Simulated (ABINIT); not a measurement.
Write the native input for ABINIT 10.8.3 (patched build) that does the following.

| Item | Value |
| --- | --- |
| Task | band structure |
| Functional | revPBE |
| Potentials or basis | JTH PAW PBE v2.0 |
| Cutoff | 463 eV |
| k mesh | 8 × 8 × 5 |
| Occupations | fermi-dirac, width 0.05 eV |
| Spin | no spin polarisation |
| Fine-grid cutoff | 925.187 eV |
| Exchange and correlation inside the PAW spheres | full angular mesh (pawxcdev 0, this build's default; the released program takes 1) |

Crystal: ZrSe2.

```
Zr Se
1.0
     3.79800    0.00000    0.00000
    -1.89900    3.28916    0.00000
     0.00000    0.00000    6.19200
Zr Se
1 2
Cartesian
  0.0000 0.0000 0.0000
  1.8990 1.0964 4.6440
  0.0000 2.1928 1.5480
```

The input as run:

run.abi

```
# Datasets: ground state, then fixed potential
ndtset 2

# Pseudopotentials
pp_dirpath "./"
pseudos "Zr.GGA_PBE-JTH.xml, Se.GGA_PBE-JTH.xml"

# Structure
acell 7.1771798213 7.1771798214 11.7011841637
rprim
     1.0000000000     0.0000000000     0.0000000000
    -0.5000000000     0.8660254038     0.0000000000
     0.0000000000     0.0000000000     1.0000000000
ntypat 2
znucl 40 34
natom 3
typat 1 2 2
xred
     0.0000000000     0.0000000000     0.0000000000
     0.6666666667     0.3333333333     0.7500000000
     0.3333333333     0.6666666667     0.2500000000

# Plane-wave basis
ecut 462.593566 eV
pawecutdg 34.0

# Exchange and correlation
ixc 14

# Bands and occupations
occopt 3
tsmear 0.05 eV

# SCF cycle
nstep 100

# Output
iomode 3
prtwf 0
prteig 0
prtebands 0
prtden1 1
prtvha1 1
prtvclmb1 1
prtpot1 1

# Dataset 1
kptopt1 1
ngkpt1 8 8 5
nshiftk1 1
shiftk1 0.0 0.0 0.0
nband1 16
tolvrs1 1.0e-9

# Dataset 2: bands along G-M-K-G-A-L-H-A
iscf2 -2
getden2 1
nband2 20
nbdbuf2 2
tolwfr2 1.0e-12
kptopt2 -7
ndivsm2 5
prteig2 1
kptbounds2
     0.0000000000     0.0000000000     0.0000000000
     0.5000000000     0.0000000000     0.0000000000
     0.3333333333     0.3333333333     0.0000000000
     0.0000000000     0.0000000000     0.0000000000
     0.0000000000     0.0000000000     0.5000000000
     0.5000000000     0.0000000000     0.5000000000
     0.3333333333     0.3333333333     0.5000000000
     0.0000000000     0.0000000000     0.5000000000
```

Potentials or basis: JTH PAW PBE v2.0.

The run is started by

```console
$ abinit run.abi > log 2>&1
```

It gave:

```
Pressure                                              : 3.4 GPa
Largest force                                         : 0.321 eV/Å
Band gap on the k mesh                                : 0.45 eV, indirect (least direct gap 1.09 eV)
Band gap along the path                               : 0.41 eV, indirect (least direct gap 1.09 eV)
Valence electrons inside the program's atomic spheres : Zr 8.93; Se 4.02
```

Caveat: the PAW data sets were made with another functional, which shifts forces and pressure a little; this functional lacks dispersion, which binds the layers, so the pressure and a relaxed spacing across them are unreliable.

It took 62 s on 1 thread of Arm Neoverse V2 (shared host), peak memory 0.15 GiB.
